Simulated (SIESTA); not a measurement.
VO2 under changes of volume

One of the cells (10.308 Å³/atom); the others are scaled copies at fixed shape and fractional positions:

```
V O
1.0
     4.50720    0.00000    0.00000
     0.00000    4.50720    0.00000
     0.00000    0.00000    3.04445
V O
2 4
Direct
  0.50000 0.50000 0.50000
  0.00000 0.00000 0.00000
  0.20036 0.79964 0.50000
  0.79964 0.20036 0.50000
  0.70036 0.70036 0.00000
  0.29964 0.29964 0.00000
```

The cell is a database's computed one.

| Quantity | Value |
| --- | --- |
| Program | SIESTA 5.4.2 |
| Functional | AM05 |
| Potentials or basis | PseudoDojo 0.4 standard (PBEsol files) |
| Basis | DZP (energy shift 0.002 Ry) |
| Grid cutoff | 800 Ry |
| Energy shift | 0.002 Ry |
| k mesh | 4 × 4 × 6 |
| Occupations | fermi-dirac, width 0.05 eV |
| Spin | collinear spin, ferromagnetic start |
| Starting moments | [2.0, 2.0, 0.0, 0.0, 0.0, 0.0] μB |

| volume (Å³/atom) | energy over the lowest point (meV/atom) | pressure (GPa) | largest force (eV/Å) |
| --- | --- | --- | --- |
| 9.689 | 0.00 | 0.2 | 0.281 |
| 9.896 | 3.33 | -5.1 | 0.295 |
| 10.102 | 13.04 | -9.7 | 0.308 |
| 10.308 | 28.35 | -13.8 | 0.317 |
| 10.514 | 48.66 | -17.5 | 0.329 |
| 10.720 | ? | ? | ? |
| 10.926 | 102.12 | -23.6 | 0.346 |

**Question.** What does the run at 10.720 Å³/atom give?

**Answer.** Energy over the lowest point 73.43 meV/atom; pressure -20.7 GPa; largest force 0.338 eV/Å.

Worked out: A Birch-Murnaghan fit of order 3 (a polynomial in V^(-2/3)) to the other rows has its minimum at 9.69 Å³/atom with B0 = V·E''(V) = 261 GPa and B' = 4.6 at fixed shape and positions, which overstates the stiffness. It gives 73.42 meV/atom at 10.720 Å³/atom, against the run's 73.43, and -dE/dV = -20.8 GPa, against -20.7.

Energies are extrapolated to zero smearing.

Caveats: semicore shells carry a single zeta, which can move pressures by several GPa and volumes by a few percent; the potentials were made for another functional, which shifts forces and pressure; the basis of atomic orbitals isn't converged, which shifts pressures, moduli and gaps.
